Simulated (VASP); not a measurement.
# SiMo3 (P6_3/mmc) in VASP: notebook, part 3 of 3

VASP 6.6.1.

**5. Relaxation of cell and atoms, PBE**

This run uses another cell than the first one, of 15.01 Å³/atom, 0.926 times its volume.

INCAR

```
  ALGO = Fast
  EDIFF = 1E-4
  EDIFFG = -0.08
  ENCUT = 520
  GGA = PE
  IBRION = 2
  ISIF = 3
  ISMEAR = 0
  LASPH = True
  LCHARG = False
  LREAL = False
  LWAVE = False
  NELM = 60
  NSW = 24
  PREC = Normal
  SIGMA = 0.15
```

KPOINTS

```
k-points
0
Gamma
  4 4 4
```

POSCAR

```
SiMo3
1.0
    5.5500000000      0.0000000000      0.0000000000
   -2.7750000000      4.8064409900      0.0000000000
    0.0000000000      0.0000000000      4.5000000000
Si Mo
2 6
Direct
    0.3333333300      0.6666666700      0.2500000000
    0.6666666700      0.3333333300      0.7500000000
    0.6665999900      0.8333000000      0.7500000000
    0.1667000100      0.3334000100      0.7500000000
    0.1667000100      0.8333000000      0.7500000000
    0.8333000000      0.6665999900      0.2500000000
    0.3334000100      0.1667000100      0.2500000000
    0.8333000000      0.1667000100      0.2500000000
```

Potentials or basis: VASP PAW PBE potentials, release 64 (Si, Mo_sv).

Command:

```bash
cat potpaw_PBE.64/Si/POTCAR potpaw_PBE.64/Mo_sv/POTCAR > POTCAR
mpirun -np 1 vasp_std > vasp.out
```

OUTCAR:

```text
EDIFF = 1E-4
   EDIFFG = -0.08
   ENCUT = 520
   GGA = PE
   IBRION = 2
   ISIF = 3
   ISMEAR = 0
   LASPH = True
   LREAL = False
   NELM = 60
   NSW = 24
   PREC = Normal

 ion  position               nearest neighbor table
   1  0.333  0.667  0.250-   5 2.76   5 2.76   4 2.76   4 2.76   3 2.76   3 2.76   6 2.77   8 2.77
                             7 2.78   7 2.78   8 2.78   6 2.78
   2  0.667  0.333  0.750-   8 2.76   8 2.76   6 2.76   6 2.76   7 2.76   7 2.76   3 2.77   5 2.77
                             4 2.78   4 2.78   5 2.78   3 2.78
   3  0.667  0.833  0.750-   1 2.76   1 2.76   8 2.76   8 2.76   6 2.76   6 2.76   5 2.77   4 2.77
                             2 2.77   2 2.78   4 2.78   5 2.78
   4  0.167  0.333  0.750-   1 2.76   1 2.76   7 2.76   7 2.76   8 2.76   8 2.76   3 2.77   5 2.77
                             2 2.78   2 2.78   5 2.78   3 2.78
   5  0.167  0.833  0.750-   1 2.76   1 2.76   7 2.76   7 2.76   6 2.76   6 2.76   3 2.77   4 2.77
                             2 2.77   2 2.78   4 2.78   3 2.78
   6  0.833  0.667  0.250-   2 2.76   2 2.76   5 2.76   5 2.76   3 2.76   3 2.76   8 2.77   7 2.77
                             1 2.77   1 2.78   7 2.78   8 2.78
   7  0.333  0.167  0.250-   2 2.76   2 2.76   4 2.76   4 2.76   5 2.76   5 2.76   6 2.77   8 2.77
                             1 2.78   1 2.78   8 2.78   6 2.78
   8  0.833  0.167  0.250-   2 2.76   2 2.76   3 2.76   3 2.76   4 2.76   4 2.76   6 2.77   7 2.77
                             1 2.77   1 2.78   7 2.78   6 2.78

  LATTYP: Found a hexagonal cell.
 ALAT       =     5.5500000000
 C/A-ratio  =     0.8108108108

  Lattice vectors:

 A1 = (   5.5500000000,   0.0000000000,   0.0000000000)
 A2 = (  -2.7750000000,   4.8064409900,   0.0000000000)
 A3 = (   0.0000000000,   0.0000000000,   4.5000000000)

Analysis of symmetry for initial positions (statically):
=====================================================================
 Subroutine PRICEL returns:
 Original cell was already a primitive cell.

 Routine SETGRP: Setting up the symmetry group for a
 hexagonal supercell.

 Subroutine GETGRP returns: Found 24 space group operations
 (whereof 12 operations were pure point group operations)
 out of a pool of 24 trial point group operations.

The static configuration has the point symmetry D_3d.
 The point group associated with its full space group is D_6h.
[... 129 lines left out ...]
   EFERMI_NEDOS =   21; number of points for ismear=-14 and -15
   IALGO  =     68    algorithm
   IMIX   =      4    mixing-type and parameters
     AMIX     =   0.40;   BMIX     =  1.00
     AMIX_MAG =   1.60;   BMIX_MAG =  1.00
  volume/ion in A,a.u.               =      15.01       101.26
  Fermi-wavevector in a.u.,A,eV,Ry     =   1.498170  2.831131 30.538454  2.244513
  Thomas-Fermi vector in A             =   2.609963
   LORBIT       =      0    0 simple, 1 ext, 2 COOP (PROOUT), +10 PAW based schemes
   GGA     = PE    functional components
   LHFCALC =     F    Hartree Fock is set to
   AEXX    =    0.0000 exact exchange contribution
   IVDW    =     0    specifies the selected vdW correction
   LEPSILON=     F    determine dielectric tensor
   LRPA    =     F    only Hartree local field effects (RPA)
 conjugate gradient relaxation of ions
 non-spin polarized calculation
 RMM-DIIS sequential band-by-band and
 Gauss-broadening in eV      SIGMA  =   0.15
  energy-cutoff  :      520.00
  volume of cell :      120.04
 maximum number of plane-waves:      3248
   NGX = 21   NGY = 21   NGZ = 17

--------------------------------------- Ionic step        1  -------------------------------------------

 number of electron      92.0000007 magnetization

 Free energy of the ion-electron system (eV)
  ---------------------------------------------------
  ext. energy  EPLUGINS =         0.00000000
  ---------------------------------------------------
  free energy    TOTEN  =       -76.92597324 eV

  energy without entropy =      -76.87358428  energy(sigma->0) =      -76.89977876

------------------------ aborting loop because EDIFF is reached ----------------------------------------

  FORCE on cell =-STRESS in cart. coord.  units (eV):
  Direction    XX          YY          ZZ          XY          YZ          ZX
  --------------------------------------------------------------------------------------
  -------------------------------------------------------------------------------------
  Total       -3.0919164     -3.0919164      7.2408655      0.0000000     -0.0000000      0.0000000
  in kB      -41.2675997    -41.2675997     96.6433451      0.0000000     -0.0000000      0.0000000
  external PRESSURE =       4.7027152 kB  Pullay stress =       0.0000000 kB
[... 197 lines left out ...]
--------------------------------------- Ionic step        6  -------------------------------------------

 number of electron      92.0000021 magnetization

 Free energy of the ion-electron system (eV)
  ---------------------------------------------------
  ext. energy  EPLUGINS =         0.00000000
  ---------------------------------------------------
  free energy    TOTEN  =       -77.13683186 eV

  energy without entropy =      -77.08307649  energy(sigma->0) =      -77.10995418

 E-fermi :  12.1262     XC(G=0): -12.9654

 val. band max:       12.0604213893   @ k =   0.5000   0.0000   0.2500
 cond. band min:      12.1583110428   @ k =   0.2500   0.0000   0.2500
 fundamental gap:      0.0978896535
 Fermi energy:        12.1262279389

 k-point     1 :       0.0000    0.0000    0.0000
  band No.  band energies     occupation
      1     -48.7561      2.00000
      2     -48.5945      2.00000
      3     -48.5372      2.00000
      4     -48.5372      2.00000
      5     -48.4596      2.00000
      6     -48.4596      2.00000
[... 720 lines left out ...]
  FREE ENERGIE OF THE ION-ELECTRON SYSTEM (eV)
  ---------------------------------------------------
  free  energy   TOTEN  =       -77.1368318612 eV

  energy  without entropy=      -77.0830764937  energy(sigma->0) =      -77.10995418

 reached required accuracy - stopping structural energy minimisation
```

It took 98 s on 1 thread of Intel Xeon 6975P-C (Granite Rapids), shared host; peak memory 0.2 GiB.

Results:

```
Free energy                  : -77.1368 eV
Energy gained by relaxing    : 26.4 meV/atom
Ionic steps                  : 6
Pressure after relaxing      : 0.3 GPa
Largest force after relaxing : 0.074 eV/Å
Band gap on the k mesh       : none (metal or under the smearing width)
```

Forces in eV/Å, atoms in the order of the input:
```
Si   0.000  0.000  0.000
Si   0.000  0.000  0.000
Mo  -0.064 -0.037  0.000
Mo   0.000  0.074  0.000
Mo   0.064 -0.037  0.000
Mo   0.000 -0.074  0.000
Mo   0.064  0.037  0.000
Mo  -0.064  0.037  0.000
```

Stress tensor (GPa, compression positive):
```
0.24 0.00 0.00
0.00 0.24 0.00
0.00 0.00 0.56
```

Step by step:
```csv
step,energy change (eV),largest force (eV/Å),pressure (GPa),volume (Å³)
1,0.0000,0.1769,0.47,120.04
2,-0.2087,0.0990,-0.85,120.65
3,-0.2089,0.0855,-0.94,120.64
4,-0.2087,0.0796,-0.91,120.63
5,-0.2056,0.0418,2.12,119.15
6,-0.2109,0.0740,0.35,120.03
```

Final structure:
```
CELL_PARAMETERS angstrom
5.44128 0.00000 0.00000
-2.72064 4.71229 0.00000
0.00000 0.00000 4.68126
ATOMIC_POSITIONS crystal
Si 0.33333 0.66667 0.25000
Si 0.66667 0.33333 0.75000
Mo 0.66796 0.83398 0.75000
Mo 0.16602 0.33204 0.75000
Mo 0.16602 0.83398 0.75000
Mo 0.83398 0.66796 0.25000
Mo 0.33204 0.16602 0.25000
Mo 0.83398 0.16602 0.25000
```

Levels at points of the mesh, in eV from the Fermi level:
```
           k point  band 41  band 42  band 43  band 44  band 45  band 46  band 47  band 48  band 49  band 50
(0.00, 0.00, 0.00)    -1.24    -1.24    -0.92    -0.92    -0.79     0.87     0.87     1.21     1.21     1.53
(0.50, 0.00, 0.00)    -1.17    -1.04    -0.81    -0.50    -0.22    -0.17    -0.10     0.26     0.97     1.19
(0.00, 0.00, 0.50)    -1.23    -1.23    -1.23    -1.23     0.65     0.65     0.65     0.65     1.13     1.13
(0.50, 0.00, 0.50)    -1.28    -1.28    -1.12    -1.12    -0.16    -0.16     0.40     0.40     0.82     0.82
```

Caveat: the relaxation stopped at a loose force limit of 0.08 eV/Å, so its end isn't a converged minimum.
